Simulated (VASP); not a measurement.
CdSe:

```
Cd Se
1.0
     0.00000    3.09862    3.09862
     3.09862    0.00000    3.09862
     3.09862    3.09862    0.00000
Cd Se
1 1
Direct
  0.00000 0.00000 0.00000
  0.75000 0.75000 0.75000
```

Measurements of this composition are mostly on another form, of space group No. 186.

* Program: VASP 6.6.1
* Task: relaxation of cell and atoms
* Functional: PBEsol
* Potentials or basis: VASP PAW PBE potentials, release 64 (Cd, Se)
* Cutoff: 600 eV
* k mesh: 6 × 6 × 6
* Occupations: fermi-dirac, width 0.02 eV
* Spin: no spin polarisation

At the start: pressure -2.3 GPa; volume 29.75 Å³/atom.

How do energy, volume and symmetry change on relaxing?

Over 3 steps the energy falls by 11.3 meV/atom and the volume is 28.28 Å³/atom (-5.0 %); space group F-43m (No. 216, to 0.05 Å).

Step by step:
```
step  energy change (eV)  largest force (eV/Å)  pressure (GPa)  volume (Å³)
   1              0.0000                0.0000           -2.35        59.50
   2             -0.0210                0.0000            0.70        55.83
   3             -0.0226                0.0000            0.00        56.56
```

Final structure:
```
CELL_PARAMETERS angstrom
0.00000 3.04662 3.04662
3.04662 0.00000 3.04662
3.04662 3.04662 0.00000
ATOMIC_POSITIONS crystal
Cd 0.00000 0.00000 0.00000
Se 0.75000 0.75000 0.75000
```

Caveat: the PAW data sets were made with another functional, which shifts forces and pressure a little.
